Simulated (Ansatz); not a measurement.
## Elastic constants of AlAs at 11 GPa (stress–strain coefficients): input and output

Theory: Ansatz, DFT PBE, scalar-relativistic, plane waves, PAW.

Launched with:
```bash
ansatz run input.yaml --threads 1 --pin off --max-ram 3072MiB --backend cpu --events-out ev --progress --plain --runs-dir out
```

Input (bare energies are in eV):
```yaml
crystal:
  lattice:
    - [0.0, 2.7471665032, 2.7471665032]
    - [2.7471665032, 0.0, 2.7471665032]
    - [2.7471665032, 2.7471665032, 0.0]
  atoms:
    - { symbol: Al, position: [0.0, 0.0, 0.0] }
    - { symbol: As, position: [0.75, 0.75, 0.75] }
basis:
  ecutwfc: 420
kpoints:
  mp_grid: { grid: [8, 8, 8] }
hamiltonian:
  xc: pbe
scf:
  occupations: { method: fixed }
output:
  forces: true
  stress: true
  eigenvalues: true
  polarization: {}
elastic:
  mode: relaxed_ion
  stencil: two_point
```

From the output:
```
--- Elastic constants: 2 strain directions × 2 members + reference (group order 24) ---
  dense FFT box of the reference and of every strained cell: 27×27×27
  strains applied: 11, 23; error gains: componentwise 1.00 (the most a stress slope's error grows in a printed constant), spectral 1.73 (1 for all six strains in a standard setting)
  C = ∂σ_k/∂η_j (tension-positive GPa; Voigt order 11 22 33 23 13 12):
       143.614     94.399     94.399      0.000     -0.000     -0.000
        94.399    143.614     94.399      0.000      0.000      0.000
        94.399     94.399    143.614      0.000      0.000     -0.000
         0.000      0.000      0.000     53.893     -0.000     -0.000
        -0.000     -0.000     -0.000      0.000     53.893      0.000
        -0.000      0.000     -0.000      0.000      0.000     53.893
  reference stress σ⁰ (GPa):    -10.986    -10.986    -10.986     -0.000      0.000      0.000
  C* (energy form; C + prestress term) asymmetry max|C*_kj − C*_jk| = 5.684e-14 GPa — a small one proves nothing (zero by symmetry where the batch's group is 432, −43m or m−3m); a large one is finite-difference/SCF noise where every solve ...
  moduli (Voigt/Reuss/Hill, GPa): K = 110.80/110.80/110.80   G = 42.18/36.51/39.35   E = 105.54   ν = 0.341
  mechanically stable: yes (min eigenvalue of sym C = 49.21 GPa)
  e, the proper piezoelectric tensor (elastic.mode: relaxed_ion; C/m²; rows x y z; Voigt order 11 22 33 23 13 12):
       0.00000    0.00000    0.00000   -0.16038    0.00000    0.00000
       0.00000    0.00000    0.00000   -0.00000   -0.16038    0.00000
       0.00000    0.00000   -0.00000   -0.00000    0.00000   -0.16038
  ±, each entry's uncertainty from the finite density of the strings (C/m²), an estimate: the size of the correction for it that the entry includes:
       0.00000    0.00000    0.00000    0.00664    0.00000    0.00000
       0.00000    0.00000    0.00000    0.00000    0.00664    0.00000
       0.00000    0.00000    0.00000    0.00000    0.00000    0.00664
  the group's symmetry takes up to 1.3e-8 C/m² out of the measured responses: error of the strings' finite density and of the mesh across them, as far as it breaks the symmetry (raise kpoints.mp_grid and any string_points); the largest step ...
  strain η (Voigt 11):  stress-route row diagonal C_11 = 143.61 GPa, energy-path curvature d²(F+E_count+ΔE)/dδ²/Ω₀ = 143.59 GPa
         δ    σ_11 (GPa) F (eV) n_scf n_hpsi n_pw
    -2.000e-3     -11.2738       -5394.4387114       8   16322    869   relax 0 steps, max|allowed force component| 2.79e-17 eV/Å
     2.000e-3     -10.6993       -5394.4500897       8   16593    869   relax 0 steps, max|allowed force component| 2.77e-17 eV/Å
  strain η (Voigt 23):  stress-route row diagonal C_44 = 53.89 GPa, energy-path curvature d²(F+E_count+ΔE)/dδ²/Ω₀ = 59.39 GPa
         δ    σ_23 (GPa) F (eV) n_scf n_hpsi n_pw
    -2.000e-3      -0.1078       -5394.4444453      10   22643    869   relax 3 steps, max|allowed force component| 1.41e-7 eV/Å
     2.000e-3       0.1078       -5394.4444453      10   22619    869   relax 3 steps, max|allowed force component| 1.43e-7 eV/Å
--- Formal polarisation (Berry phase): one branch of a lattice of values; only differences between neighbouring runs are physical ---
  axis mesh electronic ionic p = total spread (rad) least overlap resolved gap  δp at fixed H ≤   (phases in cycles; p mod 1; gap in eV; gap and δp judge the states as solved, not the mesh's step, its ...
  b1    8×8×8           0.50000000    11.25000000    11.75000000      0.095047         0.8379        2.7816           1.5e-6
  b2    8×8×8           0.50000000    11.25000000    11.75000000      0.095047         0.8379        2.7816           1.5e-6
  b3    8×8×8           0.50000000    11.25000000    11.75000000      0.095047         0.8379        2.7816           1.5e-6
  quantum along a1:   0.09369470 e/Å² =   150.115463 µC/cm²
  quantum along a2:   0.09369470 e/Å² =   150.115463 µC/cm²
  quantum along a3:   0.09369470 e/Å² =   150.115463 µC/cm²
  P = (  1.55692575,   1.55692575,   1.55692575) e/Å² = ( 2494.470059,  2494.470059,  2494.470059) µC/cm²  (mod the quanta)
```

Time: 65 s on 1 thread of Arm Neoverse V1, on a shared host, peak memory 0.4 GiB.